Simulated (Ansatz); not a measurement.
Crystal: TiO2 (Anatase).

```xyz
6
Lattice="-1.8921 1.8921 4.7573 1.8921 -1.8921 4.7573 1.8921 1.8921 -4.7573" Properties=species:S:1:pos:R:3 pbc="T T T"
Ti    0.0000    1.8921    2.3786
Ti    0.0000    0.0000    0.0000
O     0.0000    0.0000    7.5346
O     0.0000    1.8921    0.3987
O     0.0000    1.8921    4.3586
O     0.0000    0.0000    1.9800
```

Base run:

| Quantity | Value |
| --- | --- |
| Program | Ansatz 0.2.0 |
| Functional | BHLYP |
| Potentials or basis | Ansatz PAW |
| Cutoff | 420 eV |
| Density cutoff | 1680 eV |
| k mesh | 6 × 6 × 6 |
| Occupations | fermi-dirac, width 0.05 eV |
| Spin | no spin polarisation |

Its results: band gap on the k mesh 6.95 eV, indirect (least direct gap 7.31 eV); largest force 0.288 eV/Å.

Task: The run is repeated on the same cell with these changes: functional from BHLYP to PBE0. What comes out?

Result: Band gap on the k mesh 4.41 eV, indirect (least direct gap 4.74 eV); largest force 0.158 eV/Å.

Caveats: the PAW data sets come from PBE, with cores solved anew for the run's functional, which leaves a small shift of forces and pressure; the potentials were made for another functional, which shifts forces and pressure (some runs).

A k mesh can miss the band edges.

Not every run made on this cell is shown here.
